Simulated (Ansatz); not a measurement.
## A sublattice moved along a line in CdF2

Theory: DFT LDA, scalar-relativistic, plane waves, PAW (Ansatz 0.2.0). Cutoff 420 eV, Γ-centred 8×8×8 k-points, Gaussian smearing of 0.05 eV. No spin polarisation. Energies are free energies at this smearing, counted from the undisturbed cell; pressure is positive in compression.

The undisturbed cell (relaxed at this level):

```
Cd F
1.0
     0.00000    2.64883    2.64883
     2.64883    0.00000    2.64883
     2.64883    2.64883    0.00000
Cd F
1 2
Direct
  0.00000 0.00000 0.00000
  0.25000 0.25000 0.25000
  0.75000 0.75000 0.75000
```

Every Cd atom is moved by x along the Cartesian unit vector (0.577, 0.577, 0.577); the cell and all other atoms stay fixed.

```csv
x (Å),ΔE (meV/cell),force along x on the moved atoms (eV/Å),pressure (GPa),gap on the mesh (eV)
-0.3000,328.6,2.65,6.5,2.99
-0.1500,69.8,0.98,1.5,3.02
0.0000,0.0,0.00,0.0,2.99
0.0375,4.1,-0.22,0.1,2.99
0.0750,16.7,-0.45,0.3,3.00
0.1125,38.3,-0.70,0.8,3.01
0.1875,112.6,-1.30,2.4,3.03
0.2250,168.3,-1.68,3.5,3.04
0.2625,239.4,-2.12,4.8,3.03
```

By symmetry 0.3000 repeats -0.3000, -0.2250 repeats 0.2250, 0.1500 repeats -0.1500, -0.0750 repeats 0.0750 in energy, with the opposite slope along the path.